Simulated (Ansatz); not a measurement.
The system is Ni.

```
Ni
1.0
     2.44802    0.00000    0.00000
    -1.22401    2.12005    0.00000
     0.00000    0.00000    4.07281
Ni
2
Direct
  0.66667 0.33333 0.75000
  0.33333 0.66667 0.25000
```

This isn't the form of Ni at room conditions, which is fcc.

- Program: Ansatz 0.2.0
- Task: single point
- Functional: PBE
- Potentials or basis: all-electron LAPW, scalar-relativistic
- Cutoff: 323 eV (chosen from the basis error)
- Basis error allowed: 0.001 eV/atom
- k mesh: 12 × 12 × 7
- Occupations: fermi-dirac, width 0.05 eV
- Spin: collinear spin, ferromagnetic start
- Starting moments: [1.0, 1.0] μB

On this cell: pressure 7.3 GPa; largest force under 0.003 eV/Å; net moment 1.30 μB per cell; site moments Ni +0.68 μB; band gap on the k mesh none (metal or under the smearing width).

The same run follows on a disturbed copy (atoms moved at random, drawn with an rms of 0.05 Å):

```
CELL_PARAMETERS angstrom
2.44802 0.00000 0.00000
-1.22401 2.12005 0.00000
0.00000 0.00000 4.07281
ATOMIC_POSITIONS crystal
Ni 0.67277 0.33548 0.75541
Ni 0.34218 0.65836 0.24447
```

Question: What changes?

Answer: The energy (extrapolated to zero smearing) moves by +5.2 meV/atom; pressure 7.6 GPa; largest force 0.441 eV/Å; net moment 1.30 μB per cell; site moments Ni +0.68 μB; band gap on the k mesh none (metal or under the smearing width).

Forces in eV/Å, atoms in the order of the input:
```
Ni   0.040 -0.042 -0.437
Ni  -0.040  0.042  0.437
```

Stress tensor (GPa, compression positive):
```
 9.13 -0.32 -0.11
-0.32  8.43  0.11
-0.11  0.11  5.14
```
